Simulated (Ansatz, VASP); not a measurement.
# H14C4O in VASP and in Ansatz

```xyz
38
Lattice="7.5361 0.0000 0.0000 0.0000 7.5361 0.0000 0.0000 0.0000 7.5361" Properties=species:S:1:pos:R:3 pbc="T T T"
O     5.0208    8.3005    6.2643
O     6.0320    3.1577    7.6544
H     4.9885    8.1235    5.3100
H     4.1976    7.9141    6.6115
H     6.0335    3.8491    6.9708
H     5.6755    2.3782    7.1733
H     0.8098   -0.4097    1.2515
H     0.1103    1.0446    1.9818
H    -0.4155    0.5239    0.3661
H     1.2092    2.4923    0.2610
H     2.4674    1.4940    1.0286
H     1.8479    1.0784   -0.5939
H     5.6871    5.3174    5.5908
H     4.5126    4.1733    4.9010
H     6.1850    4.1846    4.3163
H     4.7627    5.3701    2.6449
H     4.1113    6.4424    3.8879
H     5.8245    6.5560    3.4111
H     2.6434    5.0668    8.7621
H     4.0718    4.7240    7.7666
H     3.6584    6.4034    8.1651
H     2.9100    5.8507    5.7596
H     1.9205    4.5152    6.4005
H     1.4863    6.1883    6.7816
H     0.2396    5.0294    2.6703
H     0.6413    5.3928    4.3578
H     1.8163    5.7147    3.0850
H     2.4472    3.5702    4.2728
H     0.8387    2.9031    3.9439
H     1.9597    3.2066    2.6071
C     0.4577    0.6056    1.0343
C     1.5571    1.4620    0.4009
C     5.3635    4.8239    4.6614
C     4.9969    5.8563    3.5991
C     3.2307    5.4211    7.8963
C     2.3400    5.5035    6.6450
C     1.0457    5.0088    3.4135
C     1.6041    3.5988    3.5685
```

Alike in both runs: functional PBE; k mesh 1 × 1 × 1; occupations fermi-dirac, width 0.05 eV; no spin polarisation.

Ansatz relaxed the structure, and its values are those at the end. VASP's run is a single point on that final structure, the one shown.

|  | VASP | Ansatz |
| --- | --- | --- |
| version | VASP 6.6.1 | Ansatz 0.2.0 |
| potentials or method | VASP PAW PBE potentials, release 64 (O, H, C) | scalar-relativistic, plane waves, PAW |
| plane-wave cutoff (eV) | 520 | 420 |
| valence electrons in the cell | 72 | 72 |

|  | VASP | Ansatz | Ansatz less VASP |
| --- | --- | --- | --- |
| rms of the force components (eV/Å) | 0.070 | 0.078 | +0.0076 |
